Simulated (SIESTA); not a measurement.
Crystal: AlN.

```
Al N
1.0
     0.00000    2.18399    2.18399
     2.18399    0.00000    2.18399
     2.18399    2.18399    0.00000
Al N
1 1
Direct
  0.00000 0.00000 0.00000
  0.25000 0.25000 0.25000
```

Measurements of this composition are mostly on another form, of space group No. 186.

Base run:

| Item | Value |
| --- | --- |
| Program | SIESTA 5.4.2 |
| Functional | PBE |
| Potentials or basis | PseudoDojo 0.4 standard (PBE files) |
| Basis | SZ (energy shift 0.002 Ry; radii capped at 9.5 bohr) |
| Grid cutoff | 800 Ry |
| Energy shift | 0.002 Ry |
| k mesh | 10 × 10 × 10 |
| Occupations | fermi-dirac, width 0.05 eV |
| Spin | no spin polarisation |

Its results: band gap on the k mesh 3.99 eV, direct; pressure 22.3 GPa.

Q: The run is repeated on the same cell with these changes: basis from SZ (energy shift 0.002 Ry; radii capped at 9.5 bohr) to TZDP (energy shift 0.002 Ry; radii capped at 9.5 bohr). What comes out?

A: Band gap on the k mesh 3.35 eV, indirect (least direct gap 4.40 eV); pressure 6.0 GPa.

Caveats: the basis of atomic orbitals isn't converged, which shifts pressures, moduli and gaps; the basis has no polarisation orbitals (some runs); so large a pressure means that the cell lies far from this level's equilibrium, or that cutoff or potentials fall short (some runs).

Not every run made on this cell is shown here.
